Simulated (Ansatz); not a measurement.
CH4 on a (111) slab of Ti (Fm-3m (No. 225)), 3 planes, outer planes Ti (top) and Ti (bottom), 1 a cell of 28.2 Å², relaxed and still whole (its atoms last):

```yaml
crystal:
  lattice:
    - [5.71028, 0.00000, 0.00000]
    - [-2.85514, 4.94525, 0.00000]
    - [0.00000, 0.00000, 24.39752]
  atoms:
    - { symbol: Ti, position: [0.33333, 0.16667, 0.32790] }
    - { symbol: Ti, position: [0.33333, 0.66667, 0.32790] }
    - { symbol: Ti, position: [0.83333, 0.16667, 0.32790] }
    - { symbol: Ti, position: [0.83333, 0.66667, 0.32790] }
    - { symbol: Ti, position: [0.66506, 0.33484, 0.42013] }
    - { symbol: Ti, position: [0.66471, 0.83040, 0.42021] }
    - { symbol: Ti, position: [0.16945, 0.33516, 0.42028] }
    - { symbol: Ti, position: [0.16629, 0.83332, 0.41540] }
    - { symbol: Ti, position: [0.00406, 0.51111, 0.50987] }
    - { symbol: Ti, position: [0.00331, 0.99578, 0.50972] }
    - { symbol: Ti, position: [0.49740, 0.50144, 0.52870] }
    - { symbol: Ti, position: [0.48801, 0.99508, 0.50972] }
    - { symbol: C, position: [0.49901, 0.49886, 0.63534] }
    - { symbol: H, position: [0.66288, 0.65231, 0.66043] }
    - { symbol: H, position: [0.33485, 0.34569, 0.66042] }
    - { symbol: H, position: [0.41337, 0.60335, 0.61067] }
    - { symbol: H, position: [0.58429, 0.39418, 0.61076] }
```

Computed with Ansatz 0.2.0, DFT PBE+D3(BJ), scalar-relativistic, plane waves, PAW. Cutoff 420 eV; k points 4×4×1 on the computed 17-atom cell (Γ-centred); Gaussian smearing, width 0.10 eV; no spin polarisation. A dipole correction removes the field between periodic images along c.

It binds with 0.31 eV a molecule against the clean slab and the free molecule (no zero-point or thermal terms); its shortest contact is H–Ti 2.20 Å. Take first-order desorption with no barrier to adsorption, no reaction on the face and an assumed prefactor of 10^13 s⁻¹.

Problem. How long does a molecule stay at 400 K?

Solution. τ = ν⁻¹·exp(E/k_BT) with k_BT = 0.0345 eV: E/k_BT = 9.0, so τ ≈ 8×10^-10 s. At about one hit a site a second (10⁻⁶ mbar) the coverage is near τ × 1 s⁻¹, so a layer needs more than atmospheric pressure.

Problem. Where does its peak lie in a desorption experiment heated at 1 K/s?

Solution. The peak obeys E/(k_B·T_p²) = (ν/β)·exp(−E/k_BT_p). Solving gives T_p ≈ 115 K (E/k_BT_p = 31.2). An error of 0.1 eV in E moves it by about 37 K, and larger molecules have larger prefactors, which lowers it.

Problem. Is this physisorption or chemisorption?

Solution. The tightest contact, C–Ti 2.60 Å, is 1.10 times the sum of covalent radii, and deformation and lateral interaction add up to +0.12 eV. This is chemisorption.

The reference crystal is the fcc form of Ti, which isn't its usual structure.